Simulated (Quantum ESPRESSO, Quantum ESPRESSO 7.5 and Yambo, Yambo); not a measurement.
# Quasiparticle gap of AlN (F-43m) in Yambo

How does a plane-wave GW calculation on AlN (F-43m) run from the first input to the gap?

Program: Quantum ESPRESSO 7.5 and Yambo 5.3.0. Level of theory: PBE and many-body steps on it, plane waves. Results are calculated unless marked as measured.

### 1. Starting point

The structure is cubic, space group F-43m (No. 216). The conventional cell has a = 4.368 Å, b = 4.368 Å, c = 4.368 Å, α = 90.00°, β = 90.00°, γ = 90.00°. Nearest to Al lie 4 N at 1.89 Å. Nearest to N lie 4 Al at 1.89 Å. Farther neighbours and most contacts between anions are not listed.

The cell and positions are those that the Materials Project relaxed with its own functionals (PBE, PBE+U or r2SCAN), kept fixed. This is not the form that AlN usually takes at ambient conditions.

### 2. Ground state

This step: Quantum ESPRESSO 7.5; DFT, PBE, plane waves, norm-conserving pseudopotentials.

The ground-state density comes first.

pw.in reads:

```
&control
  calculation = 'scf'
  prefix = 'x'
  outdir = 'o'
  pseudo_dir = 'pseudo'
/
&system
  ibrav = 0
  nat = 2
  ntyp = 2
  ecutwfc = 72.0
  nbnd = 9
  force_symmorphic = .true.
/
&electrons
  conv_thr = 1e-10
  electron_maxstep = 80
  mixing_beta = 0.5
/
ATOMIC_SPECIES
  Al 26.982 Al.upf
  N 14.007 N.upf
CELL_PARAMETERS angstrom
  -0.0000000000 2.1839935596 2.1839935596
  2.1839935596 -0.0000000000 2.1839935596
  2.1839935596 2.1839935596 -0.0000000000
ATOMIC_POSITIONS crystal
  Al 0.0000000000 0.0000000000 0.0000000000
  N 0.7500000000 0.7500000000 0.7500000000
K_POINTS automatic
  8 8 8 0 0 0
```

The run is started by

```
$ OMP_NUM_THREADS=1 mpirun -n 8 pw.x -nk 8 -in pw.in > pw.out
```

Output:

```text
Program PWSCF v.7.5 starts

     This program is part of the open-source Quantum ESPRESSO suite
     for quantum simulation of materials; please cite
         "P. Giannozzi et al., J. Phys.:Condens. Matter 21 395502 (2009);
         "P. Giannozzi et al., J. Phys.:Condens. Matter 29 465901 (2017);
         "P. Giannozzi et al., J. Chem. Phys. 152 154105 (2020);
     in publications or presentations arising from this work. More details at
     Message from routine setup:
     using ibrav=0 with symmetry is DISCOURAGED, use correct ibrav instead

     G-vector sticks info

     bravais-lattice index     =            0
     lattice parameter (alat)  =       5.8367  a.u.
     unit-cell volume          =     140.5985 (a.u.)^3
     number of atoms/cell      =            2
     number of atomic types    =            2
     number of electrons       =         8.00
     number of Kohn-Sham states=            9
     kinetic-energy cutoff     =      72.0000  Ry
     charge density cutoff     =     288.0000  Ry
     scf convergence threshold =      1.0E-10
     mixing beta               =       0.5000
     number of iterations used =            8  plain     mixing
     Exchange-correlation= PBE
                           (   1   4   3   4   0   0   0)

     celldm(1)=   5.836671  celldm(2)=   0.000000  celldm(3)=   0.000000
     celldm(4)=   0.000000  celldm(5)=   0.000000  celldm(6)=   0.000000

     crystal axes: (cart. coord. in units of alat)
               a(1) = (  -0.000000   0.707107   0.707107 )
               a(2) = (   0.707107  -0.000000   0.707107 )
               a(3) = (   0.707107   0.707107  -0.000000 )

     reciprocal axes: (cart. coord. in units 2 pi/alat)
               b(1) = ( -0.707107  0.707107  0.707107 )
               b(2) = (  0.707107 -0.707107  0.707107 )
               b(3) = (  0.707107  0.707107 -0.707107 )
     Pseudo is Norm-conserving + core correction, Zval =  3.0
     Generated using ONCVPSP code by D. R. Hamann
     Using radial grid of 1876 points,  6 beta functions with:
     Pseudo is Norm-conserving + core correction, Zval =  5.0
     Generated using ONCVPSP code by D. R. Hamann
     Using radial grid of 1058 points,  4 beta functions with:
     Al                3.00    26.98200     Al( 1.00)
     N                 5.00    14.00700     N ( 1.00)

     24 Sym. Ops. (no inversion) found

   Cartesian axes

     site n.     atom                  positions (alat units)
         1        Al     tau(   1) = (   0.0000000   0.0000000   0.0000000  )
         2        N      tau(   2) = (   1.0606602   1.0606602   1.0606602  )

     number of k points=    29
                       cart. coord. in units 2pi/alat
        k(    1) = (   0.0000000   0.0000000   0.0000000), wk =   0.0039062
        k(    2) = (   0.0883883   0.0883883  -0.0883883), wk =   0.0312500
        k(    3) = (   0.1767767   0.1767767  -0.1767767), wk =   0.0312500
        k(    4) = (   0.2651650   0.2651650  -0.2651650), wk =   0.0312500
        k(    5) = (  -0.3535534  -0.3535534   0.3535534), wk =   0.0156250
        k(    6) = (   0.1767767   0.0000000   0.0000000), wk =   0.0234375
        k(    7) = (   0.2651650   0.0883883  -0.0883883), wk =   0.0937500
        k(    8) = (   0.3535534   0.1767767  -0.1767767), wk =   0.0937500
        k(    9) = (  -0.2651650  -0.4419417   0.4419417), wk =   0.0937500
        k(   10) = (  -0.1767767  -0.3535534   0.3535534), wk =   0.0937500
     [... 17 further rows ...]
        k(   28) = (  -0.7071068   0.1767767  -0.0000000), wk =   0.0468750
        k(   29) = (  -0.7071068   0.3535534   0.0000000), wk =   0.0234375

     Dense  grid:    11575 G-vectors     FFT dimensions: (  32,  32,  32)

     Initial potential from superposition of free atoms

     starting charge       7.9975, renormalised to       8.0000
     Starting wfcs are    8 randomized atomic wfcs +    1 random wfcs

     per-process dynamical memory:    13.3 Mb

     Self-consistent Calculation

     iteration #  1     ecut=    72.00 Ry     beta= 0.50

     total energy              =     -25.41046356 Ry
     estimated scf accuracy    <       0.59622317 Ry

     iteration #  2     ecut=    72.00 Ry     beta= 0.50

     total energy              =     -25.57268590 Ry
     estimated scf accuracy    <       0.07135400 Ry

     iteration #  3     ecut=    72.00 Ry     beta= 0.50

     total energy              =     -25.58431093 Ry
     estimated scf accuracy    <       0.00446948 Ry

     iteration #  4     ecut=    72.00 Ry     beta= 0.50

     total energy              =     -25.58486038 Ry
     estimated scf accuracy    <       0.00103034 Ry

     iteration #  5     ecut=    72.00 Ry     beta= 0.50

     total energy              =     -25.58488936 Ry
     estimated scf accuracy    <       0.00009426 Ry

     iteration #  6     ecut=    72.00 Ry     beta= 0.50

     total energy              =     -25.58492155 Ry
     estimated scf accuracy    <       0.00003751 Ry

     iteration #  7     ecut=    72.00 Ry     beta= 0.50

     total energy              =     -25.58492377 Ry
     estimated scf accuracy    <       0.00000321 Ry

     iteration #  8     ecut=    72.00 Ry     beta= 0.50

     total energy              =     -25.58492416 Ry
     estimated scf accuracy    <       0.00000019 Ry

     iteration #  9     ecut=    72.00 Ry     beta= 0.50

     total energy              =     -25.58492420 Ry
     estimated scf accuracy    <       0.00000002 Ry

     iteration # 10     ecut=    72.00 Ry     beta= 0.50

     total energy              =     -25.58492420 Ry
     estimated scf accuracy    <          6.0E-09 Ry

     iteration # 11     ecut=    72.00 Ry     beta= 0.50

     total energy              =     -25.58492420 Ry
     estimated scf accuracy    <          2.2E-09 Ry

     iteration # 12     ecut=    72.00 Ry     beta= 0.50

     End of self-consistent calculation

          k = 0.0000 0.0000 0.0000 (  1459 PWs)   bands (ev):

    -8.0105   6.9566   6.9566   6.9566  11.1487  19.5460  19.5460  19.5460
    24.7019

          k = 0.0884 0.0884-0.0884 (  1438 PWs)   bands (ev):

    -7.7834   5.7786   6.8782   6.8782  12.0884  18.9662  19.7142  19.7142
    23.1487

          k = 0.1768 0.1768-0.1768 (  1447 PWs)   bands (ev):

    -7.1599   3.6989   6.7011   6.7011  13.4084  17.9339  19.3059  19.3059
    23.2695

          k = 0.2652 0.2652-0.2652 (  1441 PWs)   bands (ev):

     [... further k-points ...]

     highest occupied, lowest unoccupied level (ev):     6.9566   10.2814

!    total energy              =     -25.58492420 Ry
     estimated scf accuracy    <          5.2E-11 Ry

     The total energy is the sum of the following terms:
     one-electron contribution =      -0.92916136 Ry
     hartree contribution      =       5.64189831 Ry
     xc contribution           =      -8.49770195 Ry
     ewald contribution        =     -21.79995921 Ry

     convergence has been achieved in  12 iterations

     XML data file, charge density, pseudopotentials, collected wavefunctions

=------------------------------------------------------------------------------=
   JOB DONE.
=------------------------------------------------------------------------------=
```

Wall time 2.5 s (8 MPI ranks of AMD EPYC 7R43, shared host); peak memory 0.43 GiB.

This step gave:

```yaml
total_energy: -348.1006 eV
gap: 3.325 eV
k_of_the_valence_top: 0, 0, 0
k_of_the_conduction_bottom: 0, -0.5, -0.5
least_direct_gap: 4.192 eV
```

The gap is indirect, with the least direct gap 0.87 eV higher.

### 3. Bands along the symmetry lines

The cheap functional maps the bands first; the places of the edges decide which points the dearer methods must see.

pw.in reads:

```
&control
  calculation = 'bands'
  prefix = 'x'
  outdir = 'o'
  pseudo_dir = 'pseudo'
/
&system
  ibrav = 0
  nat = 2
  ntyp = 2
  ecutwfc = 72.0
  nbnd = 10
  force_symmorphic = .true.
/
&electrons
  conv_thr = 1e-9
  electron_maxstep = 80
  diago_full_acc = .true.
  diago_thr_init = 5e-6
/
ATOMIC_SPECIES
  Al 26.982 Al.upf
  N 14.007 N.upf
CELL_PARAMETERS angstrom
  -0.0000000000 2.1839935596 2.1839935596
  2.1839935596 -0.0000000000 2.1839935596
  2.1839935596 2.1839935596 -0.0000000000
ATOMIC_POSITIONS crystal
  Al 0.0000000000 0.0000000000 0.0000000000
  N 0.7500000000 0.7500000000 0.7500000000
K_POINTS crystal
  50
  0.00000000 0.00000000 0.00000000 1
  -0.06250000 -0.06250000 0.00000000 1
  -0.12500000 -0.12500000 0.00000000 1
  -0.18750000 -0.18750000 0.00000000 1
  -0.25000000 -0.25000000 0.00000000 1
  -0.31250000 -0.31250000 0.00000000 1
  -0.37500000 -0.37500000 0.00000000 1
  -0.43750000 -0.43750000 0.00000000 1
  -0.50000000 -0.50000000 0.00000000 1
  -0.48437500 -0.48437500 0.03125000 1
  -0.46875000 -0.46875000 0.06250000 1
  -0.45312500 -0.45312500 0.09375000 1
  -0.43750000 -0.43750000 0.12500000 1
  -0.42187500 -0.42187500 0.15625000 1
  -0.40625000 -0.40625000 0.18750000 1
  -0.39062500 -0.39062500 0.21875000 1
  -0.37500000 -0.37500000 0.25000000 1
  -0.37500000 0.00000000 0.37500000 1
  -0.32812500 0.00000000 0.32812500 1
  -0.28125000 0.00000000 0.28125000 1
  -0.23437500 0.00000000 0.23437500 1
  -0.18750000 0.00000000 0.18750000 1
  -0.14062500 0.00000000 0.14062500 1
  -0.09375000 0.00000000 0.09375000 1
  -0.04687500 0.00000000 0.04687500 1
  0.00000000 0.00000000 0.00000000 1
  0.00000000 0.00000000 0.06250000 1
  0.00000000 0.00000000 0.12500000 1
  0.00000000 0.00000000 0.18750000 1
  0.00000000 0.00000000 0.25000000 1
  0.00000000 0.00000000 0.31250000 1
  0.00000000 0.00000000 0.37500000 1
  0.00000000 0.00000000 0.43750000 1
  0.00000000 0.00000000 0.50000000 1
  -0.06250000 -0.03125000 0.46875000 1
  -0.12500000 -0.06250000 0.43750000 1
  -0.18750000 -0.09375000 0.40625000 1
  -0.25000000 -0.12500000 0.37500000 1
  -0.31250000 -0.15625000 0.34375000 1
  -0.37500000 -0.18750000 0.31250000 1
  -0.43750000 -0.21875000 0.28125000 1
  -0.50000000 -0.25000000 0.25000000 1
  -0.50000000 -0.28125000 0.21875000 1
  -0.50000000 -0.31250000 0.18750000 1
  -0.50000000 -0.34375000 0.15625000 1
  -0.50000000 -0.37500000 0.12500000 1
  -0.50000000 -0.40625000 0.09375000 1
  -0.50000000 -0.43750000 0.06250000 1
  -0.50000000 -0.46875000 0.03125000 1
  -0.50000000 -0.50000000 0.00000000 1
```

Output:

```text
[banner, memory and clock lines left out]
Program PWSCF v.7.5 starts

     Atomic positions and unit cell read from directory:
     o/x.save/

     Message from routine setup:
     using ibrav=0 with symmetry is DISCOURAGED, use correct ibrav instead

     G-vector sticks info

     bravais-lattice index     =            0
     lattice parameter (alat)  =       5.8367  a.u.
     unit-cell volume          =     140.5985 (a.u.)^3
     number of atoms/cell      =            2
     number of atomic types    =            2
     number of electrons       =         8.00
     number of Kohn-Sham states=           10
     kinetic-energy cutoff     =      72.0000  Ry
     charge density cutoff     =     288.0000  Ry
     Exchange-correlation= PBE
                           (   1   4   3   4   0   0   0)

     celldm(1)=   5.836671  celldm(2)=   0.000000  celldm(3)=   0.000000
     celldm(4)=   0.000000  celldm(5)=   0.000000  celldm(6)=   0.000000

     crystal axes: (cart. coord. in units of alat)
               a(1) = (  -0.000000   0.707107   0.707107 )
               a(2) = (   0.707107  -0.000000   0.707107 )
               a(3) = (   0.707107   0.707107  -0.000000 )

     reciprocal axes: (cart. coord. in units 2 pi/alat)
               b(1) = ( -0.707107  0.707107  0.707107 )
               b(2) = (  0.707107 -0.707107  0.707107 )
               b(3) = (  0.707107  0.707107 -0.707107 )
     Pseudo is Norm-conserving + core correction, Zval =  3.0
     Generated using ONCVPSP code by D. R. Hamann
     Using radial grid of 1876 points,  6 beta functions with:
     Pseudo is Norm-conserving + core correction, Zval =  5.0
     Generated using ONCVPSP code by D. R. Hamann
     Using radial grid of 1058 points,  4 beta functions with:
     Al                3.00    26.98200     Al( 1.00)
     N                 5.00    14.00700     N ( 1.00)

     24 Sym. Ops. (no inversion) found

   Cartesian axes

     site n.     atom                  positions (alat units)
         1        Al     tau(   1) = (   0.0000000   0.0000000   0.0000000  )
         2        N      tau(   2) = (   1.0606602   1.0606602   1.0606602  )

     number of k points=    50
                       cart. coord. in units 2pi/alat
        k(    1) = (   0.0000000   0.0000000   0.0000000), wk =   0.0400000
        k(    2) = (   0.0000000   0.0000000  -0.0883883), wk =   0.0400000
        k(    3) = (   0.0000000   0.0000000  -0.1767767), wk =   0.0400000
[...]
[... 38 further rows ...]
        k(   49) = (   0.0441942  -0.0000000  -0.7071068), wk =   0.0400000
        k(   50) = (   0.0000000   0.0000000  -0.7071068), wk =   0.0400000

     Dense  grid:    11575 G-vectors     FFT dimensions: (  32,  32,  32)

     The potential is recalculated from file :
     o/x.save/charge-density

     Starting wfcs are    8 randomized atomic wfcs +    2 random wfcs

     Band Structure Calculation

     End of band structure calculation

          k = 0.0000 0.0000 0.0000 (  1459 PWs)   bands (ev):

    -8.0106   6.9565   6.9565   6.9565  11.1486  19.5460  19.5460  19.5460
    24.7019  24.7020

          k = 0.0000 0.0000-0.0884 (  1443 PWs)   bands (ev):

    -7.9338   6.6069   6.8734   6.8734  11.5309  19.2837  19.6564  19.6564
    22.9885  24.8199

          k = 0.0000 0.0000-0.1768 (  1439 PWs)   bands (ev):

    -7.7082   5.8262   6.6453   6.6453  12.3450  18.6407  19.9667  19.9667
    20.8183  25.1734

          k = 0.0000 0.0000-0.2652 (  1447 PWs)   bands (ev):

[...]
k =-0.0000-0.0000-0.4419 (  1447 PWs)   bands (ev):

[...]
k =-0.0000-0.0000-0.6187 (  1452 PWs)   bands (ev):

[...]
k = 0.5303-0.0000-0.5303 (  1472 PWs)   bands (ev):

[...]
k = 0.3977-0.0000-0.3977 (  1464 PWs)   bands (ev):

[...]
k = 0.2652-0.0000-0.2652 (  1438 PWs)   bands (ev):

[...]
k = 0.0000 0.0000 0.0000 (  1459 PWs)   bands (ev):

[...]
k = 0.1326 0.0000-0.7071 (  1448 PWs)   bands (ev):

[...]
k = 0.0884-0.0000-0.7071 (  1448 PWs)   bands (ev):

[...]
k = 0.0442-0.0000-0.7071 (  1442 PWs)   bands (ev):

    -5.3233   2.0804   5.1361   5.1367  10.3752  15.6803  20.8434  22.5096
    22.6842  30.5374

          k = 0.0000 0.0000-0.7071 (  1428 PWs)   bands (ev):

    -5.3253   2.0589   5.1811   5.1811  10.2814  15.6083  20.8765  22.6540
    22.6540  30.4717

     XML data file, pseudopotentials, collected wavefunctions
```

Wall time 2 s (8 MPI ranks); peak memory 0.38 GiB.

Numbers from this step:

| Item | Value |
| --- | --- |
| gap | 3.325 eV |
| k of the valence top | 0, 0, 0 |
| k of the conduction bottom | -0.5, -0.5, 0 |
| least direct gap | 4.192 eV |

The gap is 3.325 eV, as in the run before at this level.

The electronic bands at the labelled points (eV, zero at the top of the highest filled band; v1 is the highest filled band, c1 the lowest empty one):

```
    point      v4     v3     v2     v1    c1     c2     c3     c4
        Γ  -14.97   0.00   0.00   0.00  4.19  12.59  12.59  12.59
  halfway  -13.84  -2.88  -0.98  -0.98  5.96  10.29  11.51  14.02
        X  -12.28  -4.90  -1.78  -1.78  3.32   8.65  13.92  15.70
  halfway  -12.27  -4.73  -2.47  -1.67  3.96   9.19  13.67  15.23
        U  -12.30  -4.25  -3.63  -1.37  5.17  10.12  13.05  14.17
jump to K  -12.30  -4.25  -3.63  -1.37  5.17  10.12  13.05  14.17
  halfway  -13.74  -3.54  -1.50  -0.20  7.34  10.30  11.41  12.58
        Γ  -14.97   0.00   0.00   0.00  4.19  12.59  12.59  12.59
  halfway  -14.12  -3.26  -0.26  -0.26  6.45  10.98  12.35  12.35
        L  -12.92  -5.86  -0.48  -0.48  7.39   9.85  11.17  11.17
  halfway  -12.60  -5.14  -2.22  -1.12  7.11   9.26  12.17  12.69
        W  -12.23  -3.77  -3.44  -2.70  6.05  11.45  11.98  12.16
  halfway  -12.25  -4.56  -2.40  -2.29  4.57   9.69  13.40  13.89
        X  -12.28  -4.90  -1.78  -1.78  3.32   8.65  13.92  15.70
```

The electronic bands as a text plot (rows in eV, shown from -8.0 to 9.3 only):

```
    9.0 |         ++++++      ++                    +++       +++
    8.2 |                     ++                    +
    7.5 |                   ++  +              +++++ +
    6.8 |                        ++         +++       ++
    6.1 |    +++           +               +            ++++
    5.4 |  ++   ++        +        ++    ++                 +
    4.6 | +              +           +  +                    +
    3.9 |+        +++  ++             ++                      ++
    3.2 |            ++                                         +
    2.5 |
    1.7 |
    1.0 |
    0.3 |*                         ******
   -0.4 | ****              **********  *************
   -1.1 |  ** ****       ***    *****    **         ****
   -1.9 |    *    *******                  *         ** *     ***
   -2.6 |     **       **     ** **                    * *****
   -3.3 |       **       *****  *           *           *****
   -4.0 |         *      ***  **             **         *****
   -4.8 |          ******   **                 *       *     ****
   -5.5 |                                       * *****
   -6.2 |                                        *
   -6.9 |
   -7.6 |
         Γ           X  U|K            Γ         L        W     X
```

(Continued in part 2 of 3.)

[Paths, hosts, dates, memory and timing lines, banners, echoed tables and standing remarks are left out of the program output.]

[Logs are printed without paths, hosts, clocks, repeated set-up lines and the standing remarks that a program may print on its own settings, such as how far it seeks lower states.]

[Runs of the session that timed out or met a known fault of the program may be left out.]

[Hosts, paths, dates, database ids (printed as entryN), source tags and the programs' standing remarks are cut or masked in the printed files.]
